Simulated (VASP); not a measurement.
For cubic LiI (rock salt), VASP with LDA (Ceperley-Alder, Perdew-Zunger), VASP's LDA PAW potentials (set 64) gives ε∞ = 4.50, a static ε₀ = 13.18 and a transverse optical mode at 169 cm⁻¹.

Problem. Estimate the longitudinal optical frequency at Γ.

Solution. By the Lyddane-Sachs-Teller relation, ω_LO = ω_TO √(ε₀/ε∞) = 169 × √(13.18/4.50) = 289 cm⁻¹.

Measured: ε∞ 3.80 at 297 K (computed value off by +18.5 %), as given by H. H. Li, Journal of Physical and Chemical Reference Data (1976), doi:10.1063/1.555536 [long-wavelength limit of the electronic terms of a dispersion formula fitted to measured refractive indices over 0.25-25.0 um; lattice terms left out].

The compound is LiI in the rock salt structure. It was relaxed first, which changed the volume by -10 %.
